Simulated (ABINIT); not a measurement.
Sn:

```
Sn
1.0
     0.00000    3.23334    3.23334
     3.23334    0.00000    3.23334
     3.23334    3.23334    0.00000
Sn
2
Cartesian
  4.8500 4.8500 4.8500
  3.2333 3.2333 3.2333
```

This isn't the form of Sn at room conditions, which is tetragonal (white tin).

Base run:

```yaml
Program: ABINIT 10.8.3 (patched build)
Functional: PW91
Potentials_or_basis: JTH PAW PBE v2.0
Cutoff: 707 eV
k_mesh: 7 × 7 × 7
Occupations: fermi-dirac, width 0.05 eV
Spin: no spin polarisation
```

Its results: band gap on the k mesh none (metal or under the smearing width); pressure 3.3 GPa.

The run is repeated on the same cell with these changes: functional from PW91 to revPBE. What comes out?

Band gap on the k mesh none (metal or under the smearing width); pressure 4.5 GPa.

revPBE binds less tightly than PW91, so the same cell stands under more pressure.

Caveats: the PAW data sets were made with another functional, which shifts forces and pressure a little.
